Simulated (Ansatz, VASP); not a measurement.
One calculation of Be, two programs

```
Be
1.0
     2.28530    0.00000    0.00000
    -1.14265    1.97913    0.00000
     0.00000    0.00000    3.58420
Be
2
Direct
  0.66667 0.33333 0.75000
  0.33333 0.66667 0.25000
```

Alike in both runs: task relaxation of cell and atoms; functional PBEsol; dispersion D4; k mesh 13 × 13 × 8; occupations fermi-dirac, width 0.05 eV; no spin polarisation.

|  | VASP | Ansatz |
| --- | --- | --- |
| version | VASP 6.6.1 | Ansatz 0.2.0 |
| potentials or method | VASP PAW PBE potentials, release 64 (Be) | Ansatz PAW |
| plane-wave cutoff (eV) | 600 | 420 |
| valence electrons in the cell | 4 | 4 |

VASP gave:

```
gap on the k mesh at the Fermi level, each at its own relaxed structure (eV) : none
relaxed volume (Å³/atom)                                                     : 7.78
relaxed cell length with the largest relative difference (Å)                 : 2.255
energy change over the relaxation (meV/atom)                                 : -5
```

**Question.** Estimate Ansatz's values.

**Answer.** gap on the k mesh at the Fermi level, each at its own relaxed structure (eV): none; relaxed volume (Å³/atom): 7.77; relaxed cell length with the largest relative difference (Å): 2.253; energy change over the relaxation (meV/atom): -5.

A gap of «none» marks a metal or a gap that the smearing closes.

Caveats: pairwise dispersion overbinds metals, which lowers pressure and volume; the PAW data sets were made with another functional, which shifts forces and pressure a little (VASP); the plane-wave basis is chosen anew once the cell has moved, so the energies of steps on either side of that aren't comparable (Ansatz); the PAW data sets come from PBE, with cores solved anew for the run's functional, which leaves a small shift of forces and pressure (Ansatz).
